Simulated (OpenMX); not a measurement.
Cl:

```
Cl
1.0
     3.14500   -2.25000    0.00000
     3.14500    2.25000    0.00000
     0.00000    0.00000    8.21000
Cl
4
Direct
  0.37000 0.63000 0.40000
  0.13000 0.87000 0.90000
  0.63000 0.37000 0.60000
  0.87000 0.13000 0.10000
```

```yaml
Program: OpenMX 3.8.5
Task: single point
Functional: PBE
Potentials_or_basis: OpenMX 2013 PBE set, Cl7.0-s2p2d1f1, grid cutoff 300 Ry
k_mesh: 7 × 7 × 5
Occupations: fermi-dirac, width 0.05 eV
Spin: no spin polarisation
```

On this cell: pressure 2.0 GPa; largest force 1.009 eV/Å; band gap on the k mesh 2.54 eV, indirect (least direct gap 2.56 eV).

The same run follows on a disturbed copy (atoms moved at random, drawn with an rms of 0.05 Å):

```
Cl
1.0
     3.14500   -2.25000    0.00000
     3.14500    2.25000    0.00000
     0.00000    0.00000    8.21000
Cl
4
Direct
  0.38678 0.62888 0.40016
  0.12135 0.88168 0.90159
  0.62675 0.36759 0.60135
  0.86819 0.13529 0.09859
```

Q: What does the disturbed cell give?

A: The energy moves by +16.6 meV/atom; pressure 3.0 GPa; largest force 1.814 eV/Å; band gap on the k mesh 2.68 eV, indirect (least direct gap 2.70 eV).

Forces on the atoms (eV/Å):
```
Cl   0.009  0.680 -1.117
Cl  -0.009 -0.964 -1.536
Cl  -0.012 -0.678  1.115
Cl   0.010  0.963  1.538
```

Caveats: an odd mesh through Γ misses points on the zone boundary, where band edges often lie; the basis of atomic orbitals isn't converged, which shifts pressures, moduli and gaps; forces of over 1 eV/Å show positions far from the minimum, so gaps and moduli don't describe the material at rest (some runs).
